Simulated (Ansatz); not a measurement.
## Structure search for Zr₃C₂

Theory: DFT PBE, scalar-relativistic, plane waves, PAW in Ansatz 0.2.0. All cells share a 420 eV cutoff and Γ-centred k meshes spaced at most about 0.3 Å⁻¹ (about 0.25 or finer for metals, 2π included). No spin polarisation.

The zero of energy is the elements' standard structures at the same level; no fitted shifts are applied.

All energies are static (0 K, no zero-point motion). Only the structures computed here compete, so a lower one can exist. The reference form of C is held partly by dispersion forces, which this level lacks.

Invented guesses were relaxed alike, and ends that match in structure were merged. ΔE counts from the first row. Coordination counts C atoms around Zr (those within 1.25 times the shortest such distance or 1.15 times the sum of covalent radii; the shortest distance is added where it is long for a bond; a slash parts the counts of unlike sites). The ends were matched against large subsets of the Crystallography Open Database and the Materials Project, so a missing match doesn't prove that a structure is unreported.

```tsv
#	reached from	type and space group	atoms	Å³/atom	coordination	ΔE (meV/atom)	gap on mesh (eV)	in databases
1	anti-tetradymite type (R-3m)	anti-tetradymite, R-3m (No. 166)	5	15.7	Zr 3/6	0	0.00	no match
2	anti-La2O3 type (P321), changed on relaxing	P-62m (No. 189)	5	16.5	Zr 4	634	0.00	no match
3	random cell with space group P-62m	P-62m (No. 189)	5	25.1	Zr 2	1903	0.00	no match
4	random cell	Cmmm (No. 65)	5	19.6	Zr 2/8 from 3.3 Å	1983	0.00	no match
5	random cell	P4/mmm (No. 123)	5	20.7	Zr 2/8 from 3.2 Å	3085	0.00	no match
```

The lowest: Space group R-3m (No. 166), trigonal, a = 3.340 Å, c = 24.365 Å. Zr on a site of symmetry -3m has 6 C at 2.39 Å; Zr on a site of symmetry 3m has 3 C at 2.26 Å; around C lie 6 Zr at 2.26–2.39 Å. Its energy over the elements is −0.74 eV/atom. It lies below the elements, which doesn't yet make it stable against other compounds or structures. An observed structure of this formula, if there is one, may be missing.

```cif
data_structure
_symmetry_space_group_name_H-M 'P 1'
_symmetry_Int_Tables_number 1
_cell_length_a 8.3475
_cell_length_b 8.3475
_cell_length_c 8.3475
_cell_angle_alpha 23.084
_cell_angle_beta 23.084
_cell_angle_gamma 23.084
_cell_volume 78.48
loop_
_atom_site_label
_atom_site_type_symbol
_atom_site_fract_x
_atom_site_fract_y
_atom_site_fract_z
_atom_site_occupancy
Zr1 Zr 0.00000 0.00000 0.00000 1
Zr2 Zr 0.22677 0.22677 0.22677 1
Zr3 Zr 0.77323 0.77323 0.77323 1
C1 C 0.39130 0.39130 0.39130 1
C2 C 0.60870 0.60870 0.60870 1
```

The second: Space group P-62m (No. 189), hexagonal, a = 5.644 Å, c = 2.993 Å. Zr is surrounded by 4 C at 2.34 Å and 6 Zr at 2.99–3.13 Å; around C lie 6 Zr at 2.34 Å. Counting C atoms around Zr, the first has Zr 3/6 and the second has Zr 4. Cells relaxed within their symmetry can be saddle points.

Space group P-62m (No. 189). a = 5.644 Å, b = 5.644 Å, c = 2.993 Å, α = 90.00°, β = 90.00°, γ = 120.00°
```
atom  site  symmetry       x       y       z
  Zr    3f       m2m  0.3624  0.3624  0.0000
   C    2d      -6..  0.3333  0.6667  0.5000
```

Some types were kept out of the candidates beforehand, so the set may lack a known form.
